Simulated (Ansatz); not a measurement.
# SnO: the cost of one run

Program: Ansatz 0.2.0. Level of theory: DFT PBE, scalar-relativistic, plane waves, PAW. These are calculated values, not measurements.

## 1. The system as given

It takes space group Cmc2_1 (No. 36, orthorhombic). The conventional cell has a = 5.000 Å, b = 5.720 Å, c = 11.120 Å, α = 90.00°, β = 90.00°, γ = 90.00°. Sn (site symmetry m) has 2 O at 2.15 Å as nearest neighbours. Around Sn (site symmetry m) lie 2 O at 1.99 Å. O (site symmetry 1) is surrounded by 1 O at 1.80 Å and 2 Sn at 1.99 to 2.15 Å.

As a file:

```cif
data_structure
_symmetry_space_group_name_H-M 'P 1'
_symmetry_Int_Tables_number 1
_cell_length_a 10.0000
_cell_length_b 11.4400
_cell_length_c 12.5049
_cell_angle_alpha 117.221
_cell_angle_beta 90.000
_cell_angle_gamma 90.000
_cell_volume 1272.13
loop_
_atom_site_label
_atom_site_type_symbol
_atom_site_fract_x
_atom_site_fract_y
_atom_site_fract_z
_atom_site_occupancy
Sn1 Sn 0.00000 0.00000 0.00000 1
Sn2 Sn 0.00000 0.50000 0.00000 1
Sn3 Sn 0.75000 0.75000 0.00000 1
Sn4 Sn 0.75000 0.25000 0.00000 1
Sn5 Sn 0.50000 0.50000 0.00000 1
Sn6 Sn 0.50000 0.00000 0.00000 1
Sn7 Sn 0.25000 0.25000 0.00000 1
Sn8 Sn 0.25000 0.75000 0.00000 1
Sn9 Sn 0.00000 0.25000 0.50000 1
Sn10 Sn 0.00000 0.75000 0.50000 1
Sn11 Sn 0.75000 0.00000 0.50000 1
Sn12 Sn 0.75000 0.50000 0.50000 1
Sn13 Sn 0.50000 0.75000 0.50000 1
Sn14 Sn 0.50000 0.25000 0.50000 1
Sn15 Sn 0.25000 0.50000 0.50000 1
Sn16 Sn 0.25000 0.00000 0.50000 1
Sn17 Sn 0.75000 0.15650 0.25400 1
Sn18 Sn 0.75000 0.65650 0.25400 1
Sn19 Sn 0.50000 0.90650 0.25400 1
Sn20 Sn 0.50000 0.40650 0.25400 1
Sn21 Sn 0.25000 0.65650 0.25400 1
Sn22 Sn 0.25000 0.15650 0.25400 1
Sn23 Sn 0.00000 0.40650 0.25400 1
Sn24 Sn 0.00000 0.90650 0.25400 1
Sn25 Sn 0.75000 0.34750 0.75400 1
Sn26 Sn 0.75000 0.84750 0.75400 1
Sn27 Sn 0.50000 0.09750 0.75400 1
Sn28 Sn 0.50000 0.59750 0.75400 1
Sn29 Sn 0.25000 0.84750 0.75400 1
Sn30 Sn 0.25000 0.34750 0.75400 1
Sn31 Sn 0.00000 0.59750 0.75400 1
Sn32 Sn 0.00000 0.09750 0.75400 1
O1 O 0.66000 0.31500 0.38000 1
O2 O 0.66000 0.81500 0.38000 1
O3 O 0.41000 0.06500 0.38000 1
O4 O 0.41000 0.56500 0.38000 1
O5 O 0.16000 0.81500 0.38000 1
O6 O 0.16000 0.31500 0.38000 1
O7 O 0.91000 0.56500 0.38000 1
O8 O 0.91000 0.06500 0.38000 1
O9 O 0.84000 0.31500 0.88000 1
O10 O 0.84000 0.81500 0.88000 1
O11 O 0.59000 0.06500 0.88000 1
O12 O 0.59000 0.56500 0.88000 1
O13 O 0.34000 0.81500 0.88000 1
O14 O 0.34000 0.31500 0.88000 1
O15 O 0.09000 0.56500 0.88000 1
O16 O 0.09000 0.06500 0.88000 1
O17 O 0.84000 0.31500 0.38000 1
O18 O 0.84000 0.81500 0.38000 1
O19 O 0.59000 0.06500 0.38000 1
O20 O 0.59000 0.56500 0.38000 1
O21 O 0.34000 0.81500 0.38000 1
O22 O 0.34000 0.31500 0.38000 1
O23 O 0.09000 0.56500 0.38000 1
O24 O 0.09000 0.06500 0.38000 1
O25 O 0.66000 0.31500 0.88000 1
O26 O 0.66000 0.81500 0.88000 1
O27 O 0.41000 0.06500 0.88000 1
O28 O 0.41000 0.56500 0.88000 1
O29 O 0.16000 0.81500 0.88000 1
O30 O 0.16000 0.31500 0.88000 1
O31 O 0.91000 0.56500 0.88000 1
O32 O 0.91000 0.06500 0.88000 1
```

The runs take a perfect supercell of 64 atoms; the defect goes to fractional position (0.000, 0.000, 0.000).

## 2. The perfect supercell

input.yaml

```yaml
crystal:
  lattice:
    - [-10.0, 0.0, 0.0]
    - [0.0, -11.44, 0.0]
    - [0.0, 5.72, 11.12]
  atoms:
    - { symbol: Sn, position: [0.0, 0.0, 0.0] }
    - { symbol: Sn, position: [0.0, 0.5, 0.0] }
    - { symbol: Sn, position: [0.75, 0.75, 0.0] }
    - { symbol: Sn, position: [0.75, 0.25, 0.0] }
    - { symbol: Sn, position: [0.5, 0.5, 0.0] }
    - { symbol: Sn, position: [0.5, 0.0, 0.0] }
    - { symbol: Sn, position: [0.25, 0.25, 0.0] }
    - { symbol: Sn, position: [0.25, 0.75, 0.0] }
    - { symbol: Sn, position: [0.0, 0.25, 0.5] }
    - { symbol: Sn, position: [0.0, 0.75, 0.5] }
    - { symbol: Sn, position: [0.75, 0.0, 0.5] }
    - { symbol: Sn, position: [0.75, 0.5, 0.5] }
    - { symbol: Sn, position: [0.5, 0.75, 0.5] }
    - { symbol: Sn, position: [0.5, 0.25, 0.5] }
    - { symbol: Sn, position: [0.25, 0.5, 0.5] }
    - { symbol: Sn, position: [0.25, 0.0, 0.5] }
    - { symbol: Sn, position: [0.75, 0.1565, 0.254] }
    - { symbol: Sn, position: [0.75, 0.6565, 0.254] }
    - { symbol: Sn, position: [0.5, 0.9065, 0.254] }
    - { symbol: Sn, position: [0.5, 0.4065, 0.254] }
    - { symbol: Sn, position: [0.25, 0.6565, 0.254] }
    - { symbol: Sn, position: [0.25, 0.1565, 0.254] }
    - { symbol: Sn, position: [0.0, 0.4065, 0.254] }
    - { symbol: Sn, position: [0.0, 0.9065, 0.254] }
    - { symbol: Sn, position: [0.75, 0.3475, 0.754] }
    - { symbol: Sn, position: [0.75, 0.8475, 0.754] }
    - { symbol: Sn, position: [0.5, 0.0975, 0.754] }
    - { symbol: Sn, position: [0.5, 0.5975, 0.754] }
    - { symbol: Sn, position: [0.25, 0.8475, 0.754] }
    - { symbol: Sn, position: [0.25, 0.3475, 0.754] }
    - { symbol: Sn, position: [0.0, 0.5975, 0.754] }
    - { symbol: Sn, position: [0.0, 0.0975, 0.754] }
    - { symbol: O, position: [0.66, 0.315, 0.38] }
    - { symbol: O, position: [0.66, 0.815, 0.38] }
    - { symbol: O, position: [0.41, 0.065, 0.38] }
    - { symbol: O, position: [0.41, 0.565, 0.38] }
    - { symbol: O, position: [0.16, 0.815, 0.38] }
    - { symbol: O, position: [0.16, 0.315, 0.38] }
    - { symbol: O, position: [0.91, 0.565, 0.38] }
    - { symbol: O, position: [0.91, 0.065, 0.38] }
    - { symbol: O, position: [0.84, 0.315, 0.88] }
    - { symbol: O, position: [0.84, 0.815, 0.88] }
    - { symbol: O, position: [0.59, 0.065, 0.88] }
    - { symbol: O, position: [0.59, 0.565, 0.88] }
    - { symbol: O, position: [0.34, 0.815, 0.88] }
    - { symbol: O, position: [0.34, 0.315, 0.88] }
    - { symbol: O, position: [0.09, 0.565, 0.88] }
    - { symbol: O, position: [0.09, 0.065, 0.88] }
    - { symbol: O, position: [0.84, 0.315, 0.38] }
    - { symbol: O, position: [0.84, 0.815, 0.38] }
    - { symbol: O, position: [0.59, 0.065, 0.38] }
    - { symbol: O, position: [0.59, 0.565, 0.38] }
    - { symbol: O, position: [0.34, 0.815, 0.38] }
    - { symbol: O, position: [0.34, 0.315, 0.38] }
    - { symbol: O, position: [0.09, 0.565, 0.38] }
    - { symbol: O, position: [0.09, 0.065, 0.38] }
    - { symbol: O, position: [0.66, 0.315, 0.88] }
    - { symbol: O, position: [0.66, 0.815, 0.88] }
    - { symbol: O, position: [0.41, 0.065, 0.88] }
    - { symbol: O, position: [0.41, 0.565, 0.88] }
    - { symbol: O, position: [0.16, 0.815, 0.88] }
    - { symbol: O, position: [0.16, 0.315, 0.88] }
    - { symbol: O, position: [0.91, 0.565, 0.88] }
    - { symbol: O, position: [0.91, 0.065, 0.88] }
basis:
  ecutwfc: 420
  fft_grid_basis: typed
kpoints:
  mp_grid: { grid: [1, 1, 1] }
hamiltonian:
  xc: pbe
  pseudopotentials: { kind: paw }
scf:
  occupations: { method: gaussian, width: 0.05 }
output:
  forces: true
  stress: false
  eigenvalues: true
  bader: false
  write_density: true
  volumetric_format: npy
```

Started as:

```bash
$ ansatz run input.yaml --threads 8 --pin off --max-ram 16384MiB --backend cpu --events-out ev --progress --plain --runs-dir out
```

**Question.** How long does this run take on 8 threads of Arm Neoverse V1, shared host, and how much memory does it need?

About 7.3 s, with a peak of 1.7 GiB.
